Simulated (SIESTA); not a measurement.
## CdTe: elastic constants with LDA

Crystal: CdTe.

```
Te Cd
1.0
     0.00000    3.21399    3.21399
     3.21399    0.00000    3.21399
     3.21399    3.21399    0.00000
Te Cd
1 1
Cartesian
  4.8210 4.8210 4.8210
  0.0000 0.0000 0.0000
```

The cell isn't the ideal one: cell relaxed.

| Item | Value |
| --- | --- |
| Program | SIESTA 5.4.2 |
| Task | elastic constants |
| Functional | LDA |
| Potentials or basis | PseudoDojo 0.4 standard (LDA files) |
| Basis | DZP (energy shift 0.002 Ry) |
| Grid cutoff | 800 Ry |
| Energy shift | 0.002 Ry |
| k mesh | 5 × 5 × 5 |
| Occupations | fermi-dirac, width 0.05 eV |
| Spin | no spin polarisation |
| force tolerance | 0.005 eV/Å |
| Hamiltonian tolerance | 0.0001 eV |
| density-matrix tolerance | 1e-05 |

The elastic constants C11, C12, C44 are 63, 44, 22 GPa and the voigt bulk modulus is 50 GPa.

Elastic tensor in Voigt notation (GPa, in the Cartesian axes of the cell as first typed):
```
63 44 44  0  0  0
44 63 44  0  0  0
44 44 63  0  0  0
 0  0  0 22  0  0
 0  0  0  0 22  0
 0  0  0  0  0 22
```

All runs of the series together: 6 min on 1 thread of Arm Neoverse V2, on a shared host.

Caveat: semicore shells carry a single zeta, which can move pressures by several GPa and volumes by a few percent; the basis of atomic orbitals isn't converged, which shifts pressures, moduli and gaps. Spin-orbit coupling is left out, which matters for the levels of Te.
